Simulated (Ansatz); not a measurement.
CuI, space group P4/nmm: an equation of state with a fit, run with Ansatz 0.2.0, Python API.

The script, `eos_cui.py`:
```python
import ansatz as az
import numpy as np

VECTORS = np.array([
    [4.0229, 0.0, 0.0],
    [0.0, 4.0229, 0.0],
    [0.0, 0.0, 5.6506],
])
SITES = [
    ("Cu", (0.0, 0.0, 0.0)),
    ("Cu", (0.5, 0.5, 0.0)),
    ("I", (0.0, 0.5, 0.2913)),
    ("I", (0.5, 0.0, 0.7087)),
]


def build(cell):
    crystal = az.Crystal(lattice=az.Lattice.of(cell))
    for symbol, position in SITES:
        crystal = crystal.atom(symbol, position)
    return crystal

volumes, energies, pressures = [], [], []
for scale in np.linspace(0.9, 1.1, 9):
    cell = VECTORS * scale ** (1 / 3)
    model = (
        build(cell).calculation()
        .functional("pbesol")
        .basis(550)
        .occupations(az.OccupationsMethod.FIXED)
        .kpoints(6, 6, 4)
        .stress()
    )
    summary = model.run(threads=1, pin="off").report
    volumes.append(abs(np.linalg.det(cell)) / len(SITES))
    energies.append(summary["free_energy_ev"] / len(SITES))
    pressures.append(np.trace(summary["stress_gpa"]) / 3)
    print(f"V = {volumes[-1]:8.4f} A^3/atom  F = {energies[-1]:.5f} eV/atom  P = {pressures[-1]:8.3f} GPa")

x = np.array(volumes) ** (-2 / 3)
poly = np.polynomial.Polynomial.fit(x, energies, 3).convert()
roots = poly.deriv().roots()
x0 = min((r.real for r in roots if abs(r.imag) < 1e-9 and poly.deriv(2)(r.real) > 0), key=lambda r: abs(r - x.mean()))
v0 = x0 ** -1.5
b0 = 4 / 9 * poly.deriv(2)(x0) * v0 ** (-7 / 3) * 160.21766
b1 = 4 + 2 / 3 * x0 * poly.deriv(3)(x0) / poly.deriv(2)(x0)
print(f"V0 = {v0:.4f} A^3/atom, B0 = {b0:.1f} GPa, dB/dP = {b1:.2f}")
```

From its runs, with one value withheld:

| V (Å³/atom) | F less the lowest row shown (meV/atom) |
| --- | --- |
| 20.576 | 105.34 |
| 21.147 | 67.63 |
| 21.719 | 39.58 |
| 22.290 | 19.86 |
| 22.862 | 7.33 |
| 23.433 | 0.99 |
| 24.005 | 0.00 |
| 24.577 | ? |
| 25.148 | 11.22 |

What is the missing energy at 24.577 Å³ an atom?

A third-order Birch-Murnaghan fit, E = E0 + (9 V0 B0 / 16) [(t - 1)³ B' + (t - 1)² (6 - 4t)] with t = (V0/V)^(2/3), through the 8 rows shown gives V0 = 23.832 Å³, B0 = 56.3 GPa, B' = 5.13 and E0 = -0.22 meV. At V = 24.577 Å³, t = 0.97970, and the fit interpolates to 3.62 meV. The run gave 3.62 meV, a miss of 0.01 meV.

No spin polarisation was allowed. Shape and fractional positions are held along the curve, so the bulk modulus is an upper value where they are free to relax, by a factor of two or more in layered or hydrogen-bonded cells. Pressure is positive in compression. Without a Hubbard U or exact exchange, semilocal functionals often make such 3d compounds metallic or too weakly gapped. The starting cell is as deposited in a crystallographic database; the results hold for this polymorph, which needn't be the stable one. Finished in 110 s on 1 thread of Arm Neoverse V1, with other jobs on the host, peak memory 0.52 GiB.
